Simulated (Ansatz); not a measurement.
Write the native input for Ansatz 0.2.0 that does the following.

```yaml
Task: band structure
Functional: r2SCAN
Potentials_or_basis: Ansatz PAW
Cutoff: "500 eV (not typed: the program's choice for these potentials)"
k_mesh: 6 × 6 × 3
Occupations: fermi-dirac, width 0.05 eV
Spin: spin-orbit coupling, no magnetisation
Path: "[[\"G\", \"M\", \"K\", \"G\", \"A\", \"L\", \"H\", \"A\"], [\"L\", \"M\"], [\"K\", \"H\"]]"
Points_for_each_segment_of_the_path: 14
```

Crystal: TiTe2.

```
Te Ti
1.0
     3.77700    0.00000    0.00000
    -1.88850    3.27098    0.00000
     0.00000    0.00000    6.49800
Te Ti
2 1
Cartesian
  0.0000 2.1807 4.7903
  1.8885 1.0903 1.7077
  0.0000 0.0000 0.0000
```

One way to write it, as run:

input.yaml

```yaml
crystal:
  lattice:
    - [3.777, 0.0, 0.0]
    - [-1.8885, 3.2709779501, 0.0]
    - [0.0, 0.0, 6.498]
  atoms:
    - { symbol: Te, position: [0.3333333333, 0.6666666667, 0.7372] }
    - { symbol: Te, position: [0.6666666667, 0.3333333333, 0.2628] }
    - { symbol: Ti, position: [0.0, 0.0, 0.0] }
hamiltonian:
  xc: r2scan
  pseudopotentials: { kind: paw_fr }
magnetization:
  noncollinear: true
  spin_orbit: true
kpoints:
  mp_grid: { grid: [6, 6, 3] }
  band_path:
    path:
      - [[0.0, 0.0, 0.0], [0.5, 0.0, 0.0], [0.3333333333, 0.3333333333, 0.0], [0.0, 0.0, 0.0], [0.0, 0.0, 0.5], [0.5, 0.0, 0.5], [0.3333333333, 0.3333333333, 0.5], [0.0, 0.0, 0.5]]
      - [[0.5, 0.0, 0.5], [0.5, 0.0, 0.0]]
      - [[0.3333333333, 0.3333333333, 0.0], [0.3333333333, 0.3333333333, 0.5]]
    npoints: 14
scf:
  occupations: { method: fermi_dirac, width: 0.05 }
  n_extra_bands: 7
output:
  forces: true
  stress: true
  eigenvalues: true
  fatbands: true
```

Potentials or basis: Ansatz PAW.

Launch:

```sh
$ ansatz run input.yaml --threads 2 --pin off --max-ram 5632MiB --backend cpu --events-out ev --progress --plain --runs-dir out
```

It gave:

The pressure is 1.0 GPa and the largest force is 0.235 eV/Å. The band gap on the k mesh is none (metal or under the smearing width).

Caveat: the PAW data sets come from PBE, with cores solved anew for the run's functional, which leaves a small shift of forces and pressure.

Run time: 45 s on 2 threads of Intel(R) Xeon(R) 6975P-C (Granite Rapids), on a shared host, peak memory 1.2 GiB.
